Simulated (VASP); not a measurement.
A run of VASP 6.6.1 is set up as follows.

File INCAR:

```
SYSTEM = MoS2
PREC = Accurate
ENCUT = 520
EDIFF = 1E-6
ISMEAR = 0
SIGMA = 0.01
LREAL = .False.
LASPH = .True.
NELM = 100
ALGO = Fast
ISIF = 2
LWAVE = .False.
LCHARG = .False.
NBANDS = 35
```

KPOINTS

```
regular mesh
0
Gamma
  8 8 1
  0 0 0
```

POSCAR

```
MoS2
1.0
    3.1210826745      0.0000000000      0.0000000000
   -1.5605413372      2.7029368834      0.0000000000
    0.0000000000      0.0000000000     24.3200000000
S Mo
4 2
Direct
    0.3333333333      0.6666666667      0.3121673620
    0.3333333333      0.6666666667      0.4399211542
    0.6506465848      0.3333333333      0.5600788458
    0.6506465848      0.3333333333      0.6878326380
    0.6666666667      0.3333333333      0.3759825515
    0.3173132515      0.6666666667      0.6240174485
```

Potentials or basis: VASP PAW LDA potentials, release 64 (S, Mo_sv).

The run is started by

```sh
$ cat potpaw_LDA.64/S/POTCAR potpaw_LDA.64/Mo_sv/POTCAR > POTCAR
$ mpirun -np 1 vasp_std > vasp.out
```

Problem. Predict the band gap on the k mesh.

Solution. 1.29 eV, indirect (least direct gap 2.12 eV).

Problem. What does it give for the largest force?

Solution. 0.017 eV/Å.

Forces on the atoms (eV/Å):
```
S    0.001  0.000 -0.017
S   -0.006  0.000  0.015
S    0.006  0.000 -0.015
S   -0.001  0.000  0.017
Mo  -0.004  0.000 -0.001
Mo   0.004  0.000  0.001
```

As with any semilocal functional, this LDA gap is likely too small.
